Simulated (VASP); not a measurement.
Wanted: the native input for a VASP 6.6.1 run.

- Task: relaxation of cell and atoms
- Functional: PBEsol
- Potentials or basis: VASP PAW PBE potentials, release 64 (Sn_d, Te)
- Cutoff: 300 eV
- k mesh: 12 × 12 × 12
- Occupations: gaussian, width 0.1 eV
- Spin: no spin polarisation
- Further INCAR settings: ALGO = Fast; EDIFF = 1e-07; IBRION = 2; EDIFFG = -0.005; NSW = 90; ISIF = 3

The structure of SnTe lies in POSCAR:

```
SnTe
1.0
    0.0000000000      3.1858130700      3.1858130700
    3.1858130700      0.0000000000      3.1858130700
    3.1858130700      3.1858130700      0.0000000000
Sn Te
1 1
Direct
    0.0000000000      0.0000000000      0.0000000000
    0.5000000000      0.5000000000      0.5000000000
```

The cell is a database's computed one.

These files were run (other wordings do the same):

INCAR

```
SYSTEM = SnTe
ALGO     = Fast           ! electronic algorithm
EDIFF    = 1E-7           ! SCF threshold, eV
EDIFFG   = -0.005         ! ionic threshold
ENCUT    = 300            ! plane-wave cutoff, eV
GGA      = PS             ! functional
IBRION   = 2              ! ionic algorithm
ISIF     = 3              ! what is computed and relaxed
ISMEAR   = 0              ! smearing method
LASPH    = .TRUE.         ! aspherical terms in the spheres
LCHARG   = .FALSE.        ! write CHGCAR
LREAL    = .FALSE.        ! projectors in reciprocal space
LWAVE    = .FALSE.        ! write WAVECAR
NELM     = 100            ! most SCF steps
NSW      = 90             ! ionic steps
PREC     = Accurate       ! precision mode
SIGMA    = 0.1            ! smearing width, eV
```

KPOINTS

```
k-points
0
G
  12 12 12
  0 0 0
```

Potentials or basis: VASP PAW PBE potentials, release 64 (Sn_d, Te).

Run with:

```bash
$ cat potpaw_PBE.64/Sn_d/POTCAR potpaw_PBE.64/Te/POTCAR > POTCAR
$ mpirun -np 1 vasp_std > vasp.out
```

It gave:

- Relaxed volume: 30.94 Å³/atom
- Relaxed cell: a = 4.440 Å, b = 4.440 Å, c = 4.440 Å, α = 60.00°, β = 60.00°, γ = 60.00°
- Space group after relaxing (to 0.05 Å): Fm-3m (No. 225)
- Energy gained by relaxing: 8.5 meV/atom
- Ionic steps: 3
- Pressure after relaxing: 0.0 GPa
- Band gap on the k mesh: 0.17 eV, direct

Caveat: the PAW data sets were made with another functional, which shifts forces and pressure a little; spin-orbit coupling is left out, which moves the levels of the heavy elements.

Run time: 41 s on 1 thread of Intel(R) Xeon(R) 6975P-C (Granite Rapids), with other jobs on the host, peak memory 0.17 GiB.
